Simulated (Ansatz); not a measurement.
Input of an Ansatz 0.2.0 run:

File input.yaml:

```yaml
crystal:
  lattice:
    - [2.71648, 0.0, 0.0]
    - [0.0, 2.71648, 0.0]
    - [0.0, 0.0, 2.71648]
  atoms:
    - { symbol: Ga, position: [0.0, 0.0, 0.0] }
hamiltonian:
  xc: pbe
  pseudopotentials: { kind: paw }
kpoints:
  mp_grid: { grid: [10, 10, 10] }
scf:
  occupations: { method: fermi_dirac, width: 0.05 }
output:
  forces: true
  stress: true
  eigenvalues: true
  write_density: true
  write_potential: true
  elf: true
  volumetric_format: npy
```

Potentials or basis: Ansatz PAW.

Launch:

```console
$ ansatz run input.yaml --threads 2 --pin off --max-ram 5632MiB --backend cpu --events-out ev --progress --plain --runs-dir out
```

(1) Predict the band gap on the k mesh.

(2) What does it give for the pressure?

## Answers

(1) none (metal or under the smearing width).

(2) 0.2 GPa.
